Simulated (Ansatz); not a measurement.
A run of Ansatz 0.2.0 is set up as follows.

input.yaml

```yaml
crystal:
  lattice:
    - [1.6080291515, 0.9283960635, 2.44928741]
    - [-1.6080291515, 0.9283960635, 2.44928741]
    - [0.0, -1.856792127, 2.44928741]
  atoms:
    - { symbol: Cd, position: [0.0, 0.0, 0.0] }
hamiltonian:
  xc: lda
  pseudopotentials: { kind: paw, accuracy: stringent, xc_functional: pbe }
kpoints:
  mp_grid: { grid: [10, 10, 10] }
scf:
  occupations: { method: fermi_dirac, width: 0.01 }
output:
  forces: true
  stress: true
  eigenvalues: true
  write_density: true
  write_potential: true
  elf: true
  volumetric_format: npy
```

Potentials or basis: SSSP precision PAW.

Launch:

```bash
$ ansatz run input.yaml --threads 1 --pin off --max-ram 2560MiB --backend cpu --events-out ev --progress --plain --runs-dir out
```

Estimate the pressure.

-4.9 GPa.

Predict the band gap on the k mesh.

none (metal or under the smearing width).

Stress tensor (GPa, compression positive):
```
-4.97  0.00  0.00
 0.00 -4.97  0.00
 0.00  0.00 -4.75
```

Caveat: the pressure holds a Pulay correction of +0.5 GPa for the finite cutoff.
